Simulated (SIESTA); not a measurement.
La2O3 in SIESTA: the effect of functional

La2O3:

```
La O
1.0
     3.93078    0.00000    0.00000
    -1.96539    3.40415    0.00000
     0.00000    0.00000    6.11195
La O
2 3
Direct
  0.33333 0.66667 0.24624
  0.66667 0.33333 0.75376
  0.00000 0.00000 0.00000
  0.33333 0.66667 0.64589
  0.66667 0.33333 0.35411
```

The cell is a database's computed one.

Alike in all runs:

```yaml
Program: SIESTA 5.4.2
Task: band structure
Basis: DZP (energy shift 0.003 Ry; two zetas on semicore shells)
Grid_cutoff: 800 Ry
Energy_shift: 0.003 Ry
k_mesh: 8 × 8 × 5
Occupations: fermi-dirac, width 0.05 eV
Spin: no spin polarisation
```

| functional | potentials or basis | gap on the mesh (eV) | pressure (GPa) | largest force (eV/Å) |
| --- | --- | --- | --- | --- |
| PBE | PseudoDojo 0.4 standard (PBE files) | 3.81 | 8.7 | 0.38 |
| LDA | PseudoDojo 0.4 standard (PBE and LDA files) | 3.68 | 0.8 | 0.22 |
| PBEsol | PseudoDojo 0.4 standard (PBEsol files) | ? | ? | ? |

What does the run with functional PBEsol give?

gap on the mesh 3.72 eV; pressure 3.8 GPa; largest force 0.28 eV/Å.

Caveats: spin-orbit coupling is left out, which moves the levels of the heavy elements; the mesh misses the band edges, which the band path finds closer together; the basis of atomic orbitals isn't converged, which shifts pressures, moduli and gaps; the potentials were made for another functional, which shifts forces and pressure (some runs).
